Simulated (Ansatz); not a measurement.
Input and output for SnSe (rocksalt type): DFT, PBE, all-electron LAPW, scalar-relativistic (Ansatz 0.2.0).

The cell comes from a relaxation on PAW files under the same functional, begun from a prototype that needn't be the stable phase.

Command: `ansatz run input.yaml --threads 1 --pin off --max-ram 2048MiB --backend cpu --events-out ev --progress --plain --runs-dir out` It took 28 s on 1 thread of Arm Neoverse V2, with other jobs on the host, peak memory 0.46 GiB.

```yaml
crystal:
  lattice:
    - [0.0, 3.0309478794, 3.0309478794]
    - [3.0309478794, 0.0, 3.0309478794]
    - [3.0309478794, 3.0309478794, 0.0]
  atoms:
    - { symbol: Sn, position: [0.0, 0.0, 0.0] }
    - { symbol: Se, position: [0.5, 0.5, 0.5] }
kpoints:
  mp_grid: { grid: [14, 14, 14] }
  band_path:
    path:
      - [0.0, 0.0, 0.0]
      - [0.5, 0.0, 0.5]
      - [0.625, 0.25, 0.625]
      - [0.375, 0.375, 0.75]
      - [0.0, 0.0, 0.0]
      - [0.5, 0.5, 0.5]
      - [0.5, 0.25, 0.75]
      - [0.5, 0.0, 0.5]
    npoints: 14
scf:
  occupations: { method: fermi_dirac, width: 0.1 }
hamiltonian:
  xc: pbe
  pseudopotentials: { kind: all_electron, lapw: { basis_error: 0.001 } }
output:
  forces: true
  stress: true
  eigenvalues: true
  populations: true
  dos: { projected: true, de: 0.2, e_range: [-14, 8] }
```

Output:

```
Sn: projections on atomic orbitals take those of the free atom 1s2 2s2 2p6 3s2 3p6 3d10 4s2 4p6 4d10 5s2 5p2, of charge +0.00 (hamiltonian.pseudopotentials.projection_atoms)
Se: projections on atomic orbitals take those of the free atom 1s2 2s2 2p6 3s2 3p6 3d10 4s2 4p4, of charge +0.00 (hamiltonian.pseudopotentials.projection_atoms)
LAPW: plane waves up to 6.993 Å⁻¹, error target 1.0e-3 eV per atom; small_component_spin mean_spin; Se in spheres of 1.443 Å, 24 of its electrons in bands, Dirac shells []; Sn in spheres of 1.588 Å, 22 of its electrons in bands, Dirac shells [] (how accurate: hamiltonian.pseudopotentials.lapw.basis_error, Limitations)
Engine: ansatz 0.2.0
Pseudopotentials: kind: all_electron
Pseudopotential: Sn, LAPW, valence charge 22, lapw/all_electron/scalar/gaussian/Sn, Koelling and Harmon's equation, gaussian nucleus
Pseudopotential: Se, LAPW, valence charge 24, lapw/all_electron/scalar/gaussian/Se, Koelling and Harmon's equation, gaussian nucleus
Functional definition: PBE
  parameter kappa = 0.804
  parameter beta = 0.06672455060314922
  exchange = pbe_x(kappa = kappa, mu = beta*pi^2/3)
  correlation = pbe_c(beta = beta)
Crystal: 2 atoms, lattice volume = 55.688 Å³
Basis set: ecut = 186.29214037783626 eV, 331 PW (Γ), exchange–correlation at level 2
Bands: 28, of which v1, the nominal top of the filled ones, is band 23 counted from 1 (22 counted from 0)
Symmetry: 48 space group operations
Space group: Fm-3m (ITA 225), of the structure as read, at distance tolerance 3.8e-5 Å
k-points: 104 of 2744
Non-local potential: Sn, projectors of the file, none
Non-local potential: Se, projectors of the file, none
Initial density: superposition of atomic densities (chi_scale 0.1, normalization cell, long waves kept (reshape's long-wave potential 0.00 eV rms))
Initial wavefunctions: plane waves of lowest kinetic energy (no species holds an atomic orbital)
Functional: x = pbe(κ = 0.804, μ = 0.2195149727645171), c = pbe(β = 0.06672455060314922)
iter 1 solved again at ethr=1.35e-3 eV; its pass at ethr=1.00e-1 eV (dr2=6.20e-1 eV) is discarded
SCF iter   1: F=—  HF=-234216.166291 eV  |F-HF|=—  |Δ(HF+E_count)|=         —  Δρ=2.19e-2  dr2=6.20e-1  ethr=1.35e-3  ⟨swp⟩=2.1  Hψ=18343  notcnv=0
preconditioner: auto → none  [insulator: Δε(μ)=0.296 eV  Ē_g=18.046 eV  σ=0.100 eV  W_gap=0.59  n_scr=14 (ndim 8)  ℏωp=22.3 eV  f_vac=0.041  D(μ)=0.06/eV (n_scr^D=0)  ε∞_Penn≈2.5]
iter 2 solved again at ethr=4.18e-5 eV; its pass at ethr=1.35e-3 eV (dr2=1.92e-2 eV) is discarded
SCF iter   2: F=—  HF=-234215.991100 eV  |F-HF|=—  |Δ(HF+E_count)|=   1.75e-1  Δρ=5.50e-3  dr2=1.93e-2  ethr=4.18e-5  ⟨swp⟩=2.0  Hψ=15112  notcnv=0
SCF iter   3: F=—  HF=-234215.965881 eV  |F-HF|=—  |Δ(HF+E_count)|=   2.52e-2  Δρ=3.26e-3  dr2=8.99e-3  ethr=4.18e-5  ⟨swp⟩=2.4  Hψ=8715  notcnv=0
SCF iter   4: F=—  HF=-234215.967605 eV  |F-HF|=—  |Δ(HF+E_count)|=         —  Δρ=8.30e-4  dr2=4.61e-4  ethr=1.95e-5  ⟨swp⟩=2.0  Hψ=8658  notcnv=0
the basis was enlarged: its passes take 44.3 KiB over the memory plan, 1 of 1 planned eigensolver slots
SCF iter   5: F=—  HF=-234215.967776 eV  |F-HF|=—  |Δ(HF+E_count)|=   1.71e-4  Δρ=1.16e-4  dr2=9.17e-6  ethr=1.00e-6  ⟨swp⟩=2.6  Hψ=8742  notcnv=0
SCF iter   6: F=—  HF=-234215.967785 eV  |F-HF|=—  |Δ(HF+E_count)|=   9.26e-6  Δρ=1.34e-5  dr2=1.37e-7  ethr=1.99e-8  ⟨swp⟩=3.0  Hψ=9034  notcnv=0
SCF iter   7: F=-234215.967785 eV  HF=-234215.967785 eV  |F-HF|=1.14e-9  |Δ(HF+E_count)|=   6.40e-7  Δρ=5.71e-6  dr2=2.94e-8  ethr=2.99e-10  ⟨swp⟩=2.9  Hψ=8961  notcnv=0
SCF 1 converged in 7 iterations: F = -234215.967785 eV  dr2 = 2.94e-8
NSCF: frozen V_eff on 99 k-points
SCF converged after 7 iterations
Free energy (F): -234215.967785 eV
Harris-Foulkes:  -234215.967785 eV  (|F-HF|=1.14e-9)
Internal energy: -234215.963789 eV  (E = F + TS)
E sigma→0 (E₀):  -234215.965787 eV
Entropy (-TS):   -0.003996 eV (-1.998 meV/atom)
Fermi energy:    10.648929 eV
--- Per-component energies (eV) ---
  E_band       = -2337.865603
  E_kinetic    = 244477.127396
  E_xc         = -6892.588376
  E_electrostatic = -471800.502809  (all electrons and nuclei)
  E_smearing   = -0.003996  (= −TS)
  E_closure    = 0.000000  (closes the sum)
  E_atoms      = -234207.782353  (free atoms, spherical and without spin; not in F)
  Σ components = -234215.967785   (vs F -234215.967785, Δ=0.00e0)
  Basis errors (estimates in eV, not in F): energy 3.4e-4 per atom: plane waves 3.3e-4 (1.8e-4 summed), levels above the bands 1.1e-27, relativity 5.2e-8, radial functions 1.7e-5, core shells 6.6e-10; eigenvalues (radial functions only) 4.8e-6; not estimated: angular momenta, meshes, grids; target (lapw.basis_error) 1.0e-3; muffin-tin radii Se 1.443 Å, Sn 1.588 Å
--- Forces (eV/Å), atoms counted from 1 ---
  atom   1  Sn    -0.00000000     0.00000000    -0.00000000
  atom   2  Se     0.00000000     0.00000000    -0.00000000
  max |Σ_I F_I| component: 1.77e-30 eV/Å
--- Stress (GPa, compression-positive) ---
        0.001117      -0.000000       0.000000
       -0.000000       0.001117      -0.000000
        0.000000      -0.000000       0.001117
  P = ⅓ Tr σ = 0.0011 GPa (0.011 kbar)
--- Band table (eV; the first three rows and the last of 104) ---
  k-point 0: bands = ["-197.4674", "-136.9338", "-136.9338", "-136.9338", "-119.1431", "-74.9291", "-74.9291", "-74.9291", "-37.1455", "-37.1455", "-37.1441", "-37.1441", "-37.1441", "-11.1491", "-11.1491", "-11.1491", "-11.1457", "-11.1457", "-3.2560", "5.3377", "8.3420", "8.3420", "8.3420", "14.7093", "14.7093", "14.7093", "16.3656", "16.3656"]
  k-point 1: bands = ["-197.4674", "-136.9338", "-136.9338", "-136.9338", "-119.1431", "-74.9291", "-74.9291", "-74.9291", "-37.1455", "-37.1455", "-37.1441", "-37.1441", "-37.1441", "-11.1490", "-11.1488", "-11.1488", "-11.1458", "-11.1458", "-3.2213", "5.1431", "8.3482", "8.3482", "8.4990", "14.3757", "14.4402", "14.4402", "16.3524", "16.4921"]
  k-point 2: bands = ["-197.4674", "-136.9338", "-136.9338", "-136.9338", "-119.1431", "-74.9291", "-74.9291", "-74.9291", "-37.1455", "-37.1455", "-37.1441", "-37.1441", "-37.1441", "-11.1487", "-11.1485", "-11.1485", "-11.1455", "-11.1455", "-3.1202", "4.6679", "8.3678", "8.3678", "8.8632", "13.6780", "13.8511", "13.8511", "16.3448", "16.8283"]
  k-point 103: bands = ["-197.4674", "-136.9338", "-136.9338", "-136.9338", "-119.1431", "-74.9292", "-74.9291", "-74.9291", "-37.1455", "-37.1454", "-37.1441", "-37.1441", "-37.1440", "-11.1633", "-11.1467", "-11.1443", "-11.1418", "-11.1332", "-2.0858", "3.6489", "5.7122", "6.0925", "9.4289", "12.2137", "14.9075", "15.4555", "17.0690", "18.2709"]
--- Löwdin populations: 2 sites ---
  site symbol       q [e]
     0     Sn     49.6658
     1     Se     34.2832
  spilling = 0.000607 (of n_electrons = 84.000000)
```

populations.tsv:

```
# site	symbol	l	j	q
# orbitals = lowdin
# n_electrons = 84.000000
# spilling = 0.000607
# projection_atom_Sn: 1s2 2s2 2p6 3s2 3p6 3d10 4s2 4p6 4d10 5s2 5p2
# projection_atom_Se: 1s2 2s2 2p6 3s2 3p6 3d10 4s2 4p4
0	Sn	0_1S	-	2.000000
0	Sn	0_2S	-	1.999994
0	Sn	0_3S	-	1.999909
0	Sn	0_4S	-	1.998694
0	Sn	0_5S	-	1.891034
0	Sn	1_2P	-	6.000000
0	Sn	1_3P	-	5.999990
0	Sn	1_4P	-	5.998740
0	Sn	1_5P	-	1.778600
0	Sn	2_3D	-	10.000000
0	Sn	2_4D	-	9.998835
1	Se	0_1S	-	1.999996
1	Se	0_2S	-	1.999826
1	Se	0_3S	-	1.996292
1	Se	0_4S	-	1.825923
1	Se	1_2P	-	5.999997
1	Se	1_3P	-	5.999197
1	Se	1_4P	-	4.462396
1	Se	2_3D	-	9.999601
```

Next run (volume at 0.94 of the series' base cell), as changes to the input before:

```diff
   lattice:
-    - [0.0, 3.0309478794, 3.0309478794]
-    - [3.0309478794, 0.0, 3.0309478794]
-    - [3.0309478794, 3.0309478794, 0.0]
+    - [0.0, 2.9690744389, 2.9690744389]
+    - [2.9690744389, 0.0, 2.9690744389]
+    - [2.9690744389, 2.9690744389, 0.0]
   atoms:
   mp_grid: { grid: [14, 14, 14] }
-  band_path:
-    path:
-      - [0.0, 0.0, 0.0]
-      - [0.5, 0.0, 0.5]
-      - [0.625, 0.25, 0.625]
-      - [0.375, 0.375, 0.75]
-      - [0.0, 0.0, 0.0]
-      - [0.5, 0.5, 0.5]
-      - [0.5, 0.25, 0.75]
-      - [0.5, 0.0, 0.5]
-    npoints: 14
 scf:
   populations: true
-  dos: { projected: true, de: 0.2, e_range: [-14, 8] }
```

Results part of the output:

```
SCF 1 converged in 7 iterations: F = -234215.934241 eV  dr2 = 1.13e-8
SCF converged after 7 iterations
Free energy (F): -234215.934241 eV
Harris-Foulkes:  -234215.934241 eV  (|F-HF|=8.91e-9)
Internal energy: -234215.928973 eV  (E = F + TS)
E sigma→0 (E₀):  -234215.931607 eV
Entropy (-TS):   -0.005268 eV (-2.634 meV/atom)
Fermi energy:    11.709174 eV
--- Per-component energies (eV) ---
  E_band       = -2295.815263
  E_kinetic    = 244480.311968
  E_xc         = -6893.447646
  E_electrostatic = -471802.793294  (all electrons and nuclei)
  E_smearing   = -0.005268  (= −TS)
  E_closure    = 0.000000  (closes the sum)
  E_atoms      = -234207.782353  (free atoms, spherical and without spin; not in F)
  Σ components = -234215.934241   (vs F -234215.934241, Δ=0.00e0)
  Basis errors (estimates in eV, not in F): energy 3.4e-4 per atom: plane waves 3.3e-4 (1.8e-4 summed), levels above the bands 3.3e-27, relativity 5.7e-8, radial functions 1.7e-5, core shells 1.4e-9; eigenvalues (radial functions only) 3.2e-6; not estimated: angular momenta, meshes, grids; target (lapw.basis_error) 1.0e-3; muffin-tin radii Se 1.415 Å, Sn 1.554 Å
--- Forces (eV/Å), atoms counted from 1 ---
  atom   1  Sn    -0.00000000     0.00000000    -0.00000000
  atom   2  Se     0.00000000     0.00000000     0.00000000
  max |Σ_I F_I| component: 5.46e-30 eV/Å
--- Stress (GPa, compression-positive) ---
        3.401612      -0.000000       0.000000
       -0.000000       3.401612       0.000000
        0.000000       0.000000       3.401612
  P = ⅓ Tr σ = 3.4016 GPa (34.016 kbar)
--- Band table (eV; the first three rows and the last of 104) ---
  k-point 0: bands = ["-196.6118", "-136.0787", "-136.0787", "-136.0787", "-118.1014", "-73.8890", "-73.8890", "-73.8890", "-36.2929", "-36.2929", "-36.2912", "-36.2912", "-36.2912", "-10.1211", "-10.1211", "-10.1211", "-10.1201", "-10.1201", "-2.6666", "6.5571", "9.1781", "9.1781", "9.1781", "15.9616", "15.9616", "15.9616", "17.3064", "17.3064"]
  k-point 1: bands = ["-196.6118", "-136.0787", "-136.0787", "-136.0787", "-118.1014", "-73.8890", "-73.8890", "-73.8890", "-36.2929", "-36.2929", "-36.2911", "-36.2911", "-36.2911", "-10.1210", "-10.1210", "-10.1209", "-10.1200", "-10.1200", "-2.6276", "6.3016", "9.1844", "9.1844", "9.3891", "15.5845", "15.6491", "15.6491", "17.3157", "17.4454"]
  k-point 2: bands = ["-196.6118", "-136.0787", "-136.0787", "-136.0787", "-118.1014", "-73.8890", "-73.8890", "-73.8890", "-36.2929", "-36.2929", "-36.2911", "-36.2911", "-36.2911", "-10.1222", "-10.1222", "-10.1205", "-10.1180", "-10.1180", "-2.5137", "5.7137", "9.2046", "9.2046", "9.8436", "14.8395", "14.9924", "14.9924", "17.3249", "17.8003"]
  k-point 103: bands = ["-196.6118", "-136.0787", "-136.0787", "-136.0787", "-118.1014", "-73.8891", "-73.8891", "-73.8891", "-36.2929", "-36.2928", "-36.2911", "-36.2911", "-36.2910", "-10.1453", "-10.1187", "-10.1180", "-10.1116", "-10.1002", "-1.2980", "4.4940", "6.3339", "6.7424", "10.4352", "13.3066", "15.9671", "16.6666", "18.3445", "19.4905"]
--- Löwdin populations: 2 sites ---
  site symbol       q [e]
     0     Sn     49.6977
     1     Se     34.2466
  spilling = 0.000663 (of n_electrons = 84.000000)
```

Next run (volume at 0.88 of the series' base cell), as changes to the input before:

```diff
   lattice:
-    - [0.0, 2.9690744389, 2.9690744389]
-    - [2.9690744389, 0.0, 2.9690744389]
-    - [2.9690744389, 2.9690744389, 0.0]
+    - [0.0, 2.904508771, 2.904508771]
+    - [2.904508771, 0.0, 2.904508771]
+    - [2.904508771, 2.904508771, 0.0]
   atoms:
```

Command: `ansatz run input.yaml --threads 1 --pin off --max-ram 2048MiB --backend cpu --events-out ev --progress --plain --runs-dir out` It took 28 s on 1 thread of Arm Neoverse V2 (shared host), peak memory 0.47 GiB.

Results part of the output:

```
SCF 1 converged in 10 iterations: F = -234215.817256 eV  dr2 = 7.33e-9
SCF converged after 10 iterations
Free energy (F): -234215.817256 eV
Harris-Foulkes:  -234215.817256 eV  (|F-HF|=1.02e-9)
Internal energy: -234215.810487 eV  (E = F + TS)
E sigma→0 (E₀):  -234215.813871 eV
Entropy (-TS):   -0.006769 eV (-3.385 meV/atom)
Fermi energy:    12.914684 eV
--- Per-component energies (eV) ---
  E_band       = -2248.532013
  E_kinetic    = 244484.158457
  E_xc         = -6894.438449
  E_electrostatic = -471805.530494  (all electrons and nuclei)
  E_smearing   = -0.006769  (= −TS)
  E_closure    = 0.000000  (closes the sum)
  E_atoms      = -234207.782353  (free atoms, spherical and without spin; not in F)
  Σ components = -234215.817256   (vs F -234215.817256, Δ=0.00e0)
  Basis errors (estimates in eV, not in F): energy 3.4e-4 per atom: plane waves 3.3e-4 (1.8e-4 summed), levels above the bands 1.1e-26, relativity 5.0e-8, radial functions 1.8e-5, core shells 3.2e-9; eigenvalues (radial functions only) 2.9e-6; not estimated: angular momenta, meshes, grids; target (lapw.basis_error) 1.0e-3; muffin-tin radii Se 1.387 Å, Sn 1.518 Å
--- Forces (eV/Å), atoms counted from 1 ---
  atom   1  Sn    -0.00000000    -0.00000000     0.00000000
  atom   2  Se     0.00000000    -0.00000000     0.00000000
  max |Σ_I F_I| component: 3.29e-31 eV/Å
--- Stress (GPa, compression-positive) ---
        8.074319       0.000000       0.000000
        0.000000       8.074319       0.000000
        0.000000       0.000000       8.074319
  P = ⅓ Tr σ = 8.0743 GPa (80.743 kbar)
--- Band table (eV; the first three rows and the last of 104) ---
  k-point 0: bands = ["-195.6423", "-135.1098", "-135.1098", "-135.1098", "-116.9396", "-72.7293", "-72.7293", "-72.7293", "-35.3270", "-35.3270", "-35.3247", "-35.3247", "-35.3247", "-8.9788", "-8.9788", "-8.9764", "-8.9764", "-8.9764", "-2.0099", "7.9529", "10.1299", "10.1299", "10.1299", "17.3711", "17.3711", "17.3711", "18.3716", "18.3716"]
  k-point 1: bands = ["-195.6423", "-135.1098", "-135.1098", "-135.1098", "-116.9396", "-72.7294", "-72.7293", "-72.7293", "-35.3270", "-35.3270", "-35.3247", "-35.3247", "-35.3247", "-8.9793", "-8.9793", "-8.9762", "-8.9756", "-8.9756", "-1.9660", "7.6072", "10.1364", "10.1364", "10.4228", "16.9298", "17.0038", "17.0038", "18.4203", "18.5278"]
  k-point 2: bands = ["-195.6423", "-135.1098", "-135.1098", "-135.1098", "-116.9396", "-72.7294", "-72.7294", "-72.7294", "-35.3270", "-35.3270", "-35.3247", "-35.3247", "-35.3247", "-8.9810", "-8.9810", "-8.9758", "-8.9729", "-8.9729", "-1.8378", "6.8794", "10.1576", "10.1576", "10.9898", "16.1344", "16.2711", "16.2711", "18.4462", "18.9024"]
  k-point 103: bands = ["-195.6423", "-135.1098", "-135.1098", "-135.1098", "-116.9396", "-72.7294", "-72.7294", "-72.7294", "-35.3271", "-35.3269", "-35.3247", "-35.3246", "-35.3245", "-9.0151", "-8.9774", "-8.9726", "-8.9641", "-8.9489", "-0.4023", "5.4318", "7.0411", "7.4813", "11.5892", "14.5448", "17.1212", "17.9931", "19.8303", "20.9091"]
--- Löwdin populations: 2 sites ---
  site symbol       q [e]
     0     Sn     49.7322
     1     Se     34.2062
  spilling = 0.000734 (of n_electrons = 84.000000)
```

Next run (volume at 0.8 of the series' base cell), as changes to the input before:

```diff
   lattice:
-    - [0.0, 2.904508771, 2.904508771]
-    - [2.904508771, 0.0, 2.904508771]
-    - [2.904508771, 2.904508771, 0.0]
+    - [0.0, 2.8136827664, 2.8136827664]
+    - [2.8136827664, 0.0, 2.8136827664]
+    - [2.8136827664, 2.8136827664, 0.0]
   atoms:
   mp_grid: { grid: [14, 14, 14] }
+  band_path:
+    path:
+      - [0.0, 0.0, 0.0]
+      - [0.5, 0.0, 0.5]
+      - [0.625, 0.25, 0.625]
+      - [0.375, 0.375, 0.75]
+      - [0.0, 0.0, 0.0]
+      - [0.5, 0.5, 0.5]
+      - [0.5, 0.25, 0.75]
+      - [0.5, 0.0, 0.5]
+    npoints: 8
 scf:
   populations: true
+  dos: { projected: true, de: 0.2, e_range: [-14, 8] }
```

Results part of the output:

```
SCF 1 converged in 10 iterations: F = -234215.474774 eV  dr2 = 3.37e-9
NSCF: frozen V_eff on 57 k-points
SCF converged after 10 iterations
Free energy (F): -234215.474774 eV
Harris-Foulkes:  -234215.474774 eV  (|F-HF|=5.24e-10)
Internal energy: -234215.465903 eV  (E = F + TS)
E sigma→0 (E₀):  -234215.470338 eV
Entropy (-TS):   -0.008872 eV (-4.436 meV/atom)
Fermi energy:    14.798085 eV
--- Per-component energies (eV) ---
  E_band       = -2175.381067
  E_kinetic    = 244490.623800
  E_xc         = -6896.020343
  E_electrostatic = -471810.069359  (all electrons and nuclei)
  E_smearing   = -0.008872  (= −TS)
  E_closure    = 0.000000  (closes the sum)
  E_atoms      = -234207.782353  (free atoms, spherical and without spin; not in F)
  Σ components = -234215.474774   (vs F -234215.474774, Δ=0.00e0)
  Basis errors (estimates in eV, not in F): energy 3.5e-4 per atom: plane waves 3.3e-4 (1.8e-4 summed), levels above the bands 7.9e-26, relativity 2.9e-8, radial functions 2.0e-5, core shells 9.8e-9; eigenvalues (radial functions only) 3.3e-6; not estimated: angular momenta, meshes, grids; target (lapw.basis_error) 1.0e-3; muffin-tin radii Se 1.346 Å, Sn 1.467 Å
--- Forces (eV/Å), atoms counted from 1 ---
  atom   1  Sn    -0.00000000    -0.00000000     0.00000000
  atom   2  Se     0.00000000    -0.00000000     0.00000000
  max |Σ_I F_I| component: 8.46e-31 eV/Å
--- Stress (GPa, compression-positive) ---
       17.247452       0.000000       0.000000
        0.000000      17.247452       0.000000
        0.000000       0.000000      17.247452
  P = ⅓ Tr σ = 17.2475 GPa (172.475 kbar)
--- Band table (eV; the first three rows and the last of 104) ---
  k-point 0: bands = ["-194.1255", "-133.5940", "-133.5940", "-133.5940", "-115.1632", "-70.9566", "-70.9566", "-70.9566", "-33.8165", "-33.8165", "-33.8133", "-33.8133", "-33.8133", "-7.2385", "-7.2385", "-7.2299", "-7.2299", "-7.2299", "-1.0024", "10.1605", "11.6252", "11.6252", "11.6252", "19.5525", "19.5525", "19.5525", "20.0342", "20.0342"]
  k-point 1: bands = ["-194.1255", "-133.5940", "-133.5940", "-133.5940", "-115.1632", "-70.9566", "-70.9566", "-70.9566", "-33.8165", "-33.8165", "-33.8133", "-33.8133", "-33.8133", "-7.2392", "-7.2392", "-7.2297", "-7.2288", "-7.2288", "-0.9512", "9.6107", "11.6323", "11.6323", "12.1088", "18.9590", "19.0830", "19.0830", "20.1925", "20.2289"]
  k-point 2: bands = ["-194.1255", "-133.5940", "-133.5940", "-133.5940", "-115.1632", "-70.9567", "-70.9566", "-70.9566", "-33.8165", "-33.8165", "-33.8133", "-33.8132", "-33.8132", "-7.2418", "-7.2418", "-7.2292", "-7.2252", "-7.2252", "-0.8010", "8.6542", "11.6559", "11.6559", "12.8578", "18.1040", "18.2386", "18.2386", "20.2260", "20.6272"]
  k-point 103: bands = ["-194.1255", "-133.5940", "-133.5940", "-133.5940", "-115.1632", "-70.9567", "-70.9567", "-70.9567", "-33.8166", "-33.8164", "-33.8132", "-33.8131", "-33.8128", "-7.2992", "-7.2375", "-7.2250", "-7.2124", "-7.1895", "1.0062", "6.8627", "8.1514", "8.6412", "13.4147", "16.4783", "18.8579", "19.9756", "22.2016", "23.1917"]
--- Löwdin populations: 2 sites ---
  site symbol       q [e]
     0     Sn     49.7811
     1     Se     34.1467
  spilling = 0.000859 (of n_electrons = 84.000000)
```

Spin–orbit coupling is left out, which matters for the heavy atoms.
